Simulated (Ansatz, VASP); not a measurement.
**CaSe: VASP beside Ansatz**

```
CELL_PARAMETERS angstrom
0.00000 2.97897 2.97897
2.97897 0.00000 2.97897
2.97897 2.97897 0.00000
ATOMIC_POSITIONS crystal
Ca 0.00000 0.00000 0.00000
Se 0.50000 0.50000 0.50000
```

Alike in both runs: task single point; functional PBE; k mesh 8 × 8 × 8; no spin polarisation.

|  | VASP | Ansatz |
| --- | --- | --- |
| version | VASP 6.6.1 | Ansatz 0.2.0 |
| potentials or method | VASP PAW PBE potentials, release 64 (Ca_sv, Se) | scalar-relativistic, plane waves, PAW |
| plane-wave cutoff (eV) | 520 | 420 |
| occupations | fermi-dirac, width 0.05 eV | fermi-dirac, width 0.15 eV |
| valence electrons in the cell | 16 | 26 |

|  | VASP | Ansatz | Ansatz less VASP |
| --- | --- | --- | --- |
| gap on the k mesh at the Fermi level (eV) | 2.07 | 2.08 | +0.009 |
| pressure (GPa) | 0.2 | 0.0 | -0.16 |

The two sets of potentials don't hold the same shells in valence.

A k mesh can miss the band edges. PBE gaps usually lie below the measured ones, often by a third to a half.
